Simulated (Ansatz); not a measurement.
Runs of Ansatz 0.2.0 on SnTe. The structure is cubic, space group Fm-3m (No. 225). The conventional cell has a = 6.302 Å, b = 6.302 Å, c = 6.302 Å, α = 90.00°, β = 90.00°, γ = 90.00°. Te (site symmetry m-3m) is surrounded by 6 Sn at 3.15 Å. Sn (site symmetry m-3m) is surrounded by 6 Te at 3.15 Å. 

```csv
task,level,potentials or basis,spin,cell,cutoff (eV),points for each segment of the path,pressure (GPa),V0 of scaled cells (Å³/atom),relaxed volume (Å³/atom),B0 (GPa)
equation of state,RPBE+D4,Ansatz PAW,off,as given,420,-,-,30.83,-,46
relaxation of cell and atoms,PBE+D3(BJ),Ansatz PAW,off,relaxed,420,-,0.0,-,31.37,-
relaxation of cell and atoms,revPBE+D4,Ansatz PAW,off,relaxed,420,-,0.0,-,31.09,-
equation of state,PBEsol+D4,Ansatz PAW,off,as given,420,-,-,30.22,-,50
relaxation of cell and atoms,r2SCAN+D3(BJ),Ansatz PAW,off,relaxed,500,-,0.0,-,31.65,-
band structure,PBE,Ansatz PAW earlier set,off,as given,640,14,2.2,-,-,-
band structure,r2SCAN,Ansatz PAW,"SOC, no magnetisation",as given,500,14,(b),-,-,-
equation of state,PBEsol,PseudoDojo PBEsol,off,as given,1120,-,-,30.99,-,(a)
```

Alike in all rows: k mesh 7 × 7 × 7; smearing fermi-dirac 0.05 eV.

**Question.** Fill in the values left out.

**Answer.** (a) 47; (b) 1.5.

Caveats: the plane-wave basis is chosen anew once the cell has moved, so the energies of steps on either side of that aren't comparable (some runs); the PAW data sets come from PBE, with cores solved anew for the run's functional, which leaves a small shift of forces and pressure (some runs); the potentials were made for another functional, which shifts forces and pressure (some runs); the dispersion damping was fitted for another functional or another form of the correction (some runs).

The runs don't all hold the same shells in valence.
